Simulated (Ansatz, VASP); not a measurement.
## Si: VASP beside Ansatz

```xyz
1
Lattice="0.0000 1.6125 1.6125 1.6125 0.0000 1.6125 1.6125 1.6125 0.0000" Properties=species:S:1:pos:R:3 pbc="T T T"
Si    0.0000    0.0000    0.0000
```

Change from the starting cell: volume scaled by 0.6, LAPW.

Alike in both runs: task single point; functional LDA; k mesh 18 × 18 × 18; occupations fermi-dirac, width 0.08 eV; no spin polarisation.

|  | VASP | Ansatz |
| --- | --- | --- |
| version | VASP 6.6.1 | Ansatz 0.2.0 |
| potentials or method | VASP PAW LDA potentials, release 64 (Si), cutoff 520 eV | all-electron LAPW, scalar-relativistic |

```tsv
	VASP	Ansatz	Ansatz less VASP
pressure (GPa)	137.6	137.2	-0.31
```

Ansatz ran all-electron here, so the differences hold the error of VASP's frozen core and of both bases.

Caveats: the cell as given lies far from equilibrium; so large a pressure means that the cell lies far from this level's equilibrium, or that cutoff or potentials fall short (VASP).
